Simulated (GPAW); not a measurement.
A calculation with GPAW 26.7.0 of Os (ASE script, structure typed inline):

File run.py:

```python
from ase import Atoms
from ase.dft.bandgap import bandgap
from ase.io import write
from ase.units import GPa
from gpaw import GPAW, PW

atoms = Atoms(['Os', 'Os'],
              cell=[[2.7341, 0.0, 0.0],
                    [-1.36705, 2.3678000565, 0.0],
                    [0.0, 0.0, 4.3197]],
              scaled_positions=[[0.6666666667, 0.3333333333, 0.75],
                                [0.3333333333, 0.6666666667, 0.25]],
              pbc=True)

calc = GPAW(mode=PW(600),
            xc='PBE',
            kpts={'size': (11, 11, 6), 'gamma': True},
            occupations={'name': 'fermi-dirac', 'width': 0.05},
            nbands=27,
            convergence={'density': 1e-05, 'energy': 1e-05},
            maxiter=150,
            txt='gpaw.txt')
atoms.calc = calc
energy = atoms.get_potential_energy()
forces = atoms.get_forces()
stress = atoms.get_stress()
calc.write('gs.gpw')
write('result.traj', atoms)
print(f'Energy: {energy:.6f} eV')
print('Forces (eV/A):')
print(forces.round(4))
print('Stress (GPa):', (stress / GPa).round(3))
print('Fermi level:', round(calc.get_fermi_level(), 4), 'eV')
print(f'Gap: {bandgap(calc)[0]:.4f} eV, direct: {bandgap(calc, direct=True)[0]:.4f} eV')
```

Potentials or basis: GPAW PAW data sets (gpaw-data 1.2.1), pw.

Launch:

```console
$ OMP_NUM_THREADS=1 python run.py
```

Write the same calculation in another form: native input, Cartesian positions.

As run:

Contents of run.py:

```python
from ase.io import read
from gpaw import PW
from gpaw.dft import DFT

atoms = read('Os.xyz')

dft = DFT(atoms,
          mode=PW(600),
          xc='PBE',
          kpts={'size': (11, 11, 6), 'gamma': True},
          occupations={'name': 'fermi-dirac', 'width': 0.05},
          nbands=27,
          convergence={'density': 1e-05, 'energy': 1e-05},
          maxiter=150,
          txt='gpaw.txt')
print(f'Energy: {dft.calculate_energy():.6f} eV')
print('Forces (eV/A):')
print(dft.calculate_forces().round(4))
print('Stress (eV/A^3):', dft.calculate_stress().round(6))
dft.write_gpw_file('gs.gpw')
```

Contents of Os.xyz:

```xyz
2
Lattice="2.7341000000 0.0000000000 0.0000000000 -1.3670500000 2.3678000565 0.0000000000 0.0000000000 0.0000000000 4.3197000000" Properties=species:S:1:pos:R:3 pbc="T T T"
Os     1.3670500001      0.7892666854      3.2397750000
Os    -0.0000000001      1.5785333711      1.0799250000
```

Potentials or basis: GPAW PAW data sets (gpaw-data 1.2.1), pw.

Command:

```console
$ OMP_NUM_THREADS=1 python run.py
```

Both were run:

|  | ASE script, structure typed inline | native input, Cartesian positions |
| --- | --- | --- |
| Pressure | 6.5 GPa | 6.5 GPa |
| Band gap on the k mesh | none (metal or under the smearing width) | none (metal or under the smearing width) |

Keys that steer only the numerical path or the files written may differ.
